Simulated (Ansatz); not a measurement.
All numbers below come from DFT PBE, scalar-relativistic, plane waves, PAW in Ansatz. Settings: cutoff 420 eV, Γ-centred meshes spaced at most about 0.3 Å⁻¹, and about 0.25 Å⁻¹ or finer for metals (2π included), Gaussian smearing. No spin polarisation.

All energies are static (0 K, no zero-point motion).

Two forms of Be2H were relaxed alike.

1.

```cif
data_structure
_symmetry_space_group_name_H-M 'P-1'
_symmetry_Int_Tables_number 2
_cell_length_a 3.5439
_cell_length_b 3.6622
_cell_length_c 3.8939
_cell_angle_alpha 69.246
_cell_angle_beta 68.108
_cell_angle_gamma 67.388
_cell_volume 41.95
loop_
_atom_site_label
_atom_site_type_symbol
_atom_site_symmetry_multiplicity
_atom_site_Wyckoff_symbol
_atom_site_fract_x
_atom_site_fract_y
_atom_site_fract_z
_atom_site_occupancy
Be1 Be 2 i 0.48151 0.83694 0.79916 1
Be2 Be 2 i 0.18695 0.71165 0.43613 1
H1 H 2 i 0.15037 0.57678 0.13926 1
```

2.

```cif
data_structure
_symmetry_space_group_name_H-M 'P-3m1'
_symmetry_Int_Tables_number 164
_cell_length_a 2.5390
_cell_length_b 2.5390
_cell_length_c 3.5769
_cell_angle_alpha 90.000
_cell_angle_beta 90.000
_cell_angle_gamma 120.000
_cell_volume 19.97
loop_
_atom_site_label
_atom_site_type_symbol
_atom_site_symmetry_multiplicity
_atom_site_Wyckoff_symbol
_atom_site_fract_x
_atom_site_fract_y
_atom_site_fract_z
_atom_site_occupancy
Be1 Be 2 d 0.33333 0.66667 0.73884 1
H1 H 1 a 0.00000 0.00000 0.00000 1
```

Question: Which is lower in energy, and by how much?

Answer: Cell 1 is lower, by 195 meV/atom. Cell 1 has space group P-1 (No. 2), 7.0 Å³/atom and no gap on its mesh; cell 2 has the anti-cadmium iodide type, space group P-3m1 (No. 164), 6.7 Å³/atom and no gap. Counting H atoms around Be (those within 1.25 times the shortest such distance or 1.15 times the sum of covalent radii, 1.27 where that leaves under three; a slash parts the counts of unlike sites), cell 1 has Be 1/2 and cell 2 has Be 3. The lower one is the more open, so pressure narrows the difference. Even the lower one lies +0.27 eV/atom against the reference forms of the elements (uncorrected), so neither is stable at this level. Both come from invented guesses.

With hydrogen, zero-point motion can shift such differences by 10 meV/atom or more. Cells relaxed within their symmetry can be saddle points.
